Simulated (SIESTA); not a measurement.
Ge:

```xyz
1
Lattice="2.7105 0.0000 0.0000 0.0000 2.7105 0.0000 0.0000 0.0000 2.7105" Properties=species:S:1:pos:R:3 pbc="T T T"
Ge    0.0000    0.0000    0.0000
```

The cell was built by a generator and needn't be a form met in nature.

```yaml
Program: SIESTA 5.4.2
Task: single point
Functional: PBE
Potentials_or_basis: PseudoDojo 0.4 standard (PBE files)
Basis: DZP (energy shift 0.003 Ry; two zetas on semicore shells)
Grid_cutoff: 800 Ry
Energy_shift: 0.003 Ry
k_mesh: 10 × 10 × 10
Occupations: fermi-dirac, width 0.05 eV
Spin: no spin polarisation
```

On this cell: pressure 0.8 GPa; band gap on the k mesh none (metal or under the smearing width).

The same run follows on a disturbed copy (cell strained at random at fixed volume):

```xyz
1
Lattice="2.6401 -0.0332 -0.0299 -0.0332 2.7560 -0.0258 -0.0299 -0.0258 2.7378" Properties=species:S:1:pos:R:3 pbc="T T T"
Ge    0.0331    0.0135    0.0315
```

Question: What does the disturbed cell give?

Answer: The energy (extrapolated to zero smearing) moves by +14.5 meV/atom; pressure 1.4 GPa; band gap on the k mesh none (metal or under the smearing width).

Stress tensor (GPa, compression positive):
```
 6.89  0.32  0.23
 0.32 -2.23  0.11
 0.23  0.11 -0.60
```

Caveats: the basis of atomic orbitals isn't converged, which shifts pressures, moduli and gaps.
